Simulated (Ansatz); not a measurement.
The system is BaTiO3.

```
Ba Ti O
1.0
     2.82737    1.63238    2.31839
    -2.82737    1.63238    2.31839
     0.00000   -3.26476    2.31839
Ba Ti O
1 1 3
Direct
  0.00000 0.00000 0.00000
  0.48450 0.48450 0.48450
  0.50860 0.01750 0.50860
  0.01750 0.50860 0.50860
  0.50860 0.50860 0.01750
```

Base run:

- Program: Ansatz 0.2.0
- Functional: PBE
- Potentials or basis: Ansatz PAW
- Cutoff: 300 eV
- Density cutoff: 1200 eV
- k mesh: 7 × 7 × 7
- Occupations: fermi-dirac, width 0.05 eV
- Spin: no spin polarisation

Its results: band gap on the k mesh 2.45 eV, indirect (least direct gap 2.76 eV); pressure 4.2 GPa; largest force 0.202 eV/Å.

Problem. The run is repeated on the same cell with these changes: cutoff from 300 eV to 420 eV (not typed: the program's choice for these potentials); k mesh from 7 × 7 × 7 to 5 × 5 × 5. What comes out?

Solution. Band gap on the k mesh 2.55 eV, indirect (least direct gap 2.79 eV); pressure 5.0 GPa; largest force 0.136 eV/Å.

Caveats: odd divisions of the mesh miss points on the zone boundary, where band edges often lie, so the gap on the mesh can be too wide; spin-orbit coupling is left out, which moves the levels of the heavy elements; the pressure holds a Pulay correction of +23.5 GPa for the finite cutoff (some runs); the cutoff lies under the one recommended for these potentials (some runs).

A k mesh can miss the band edges.
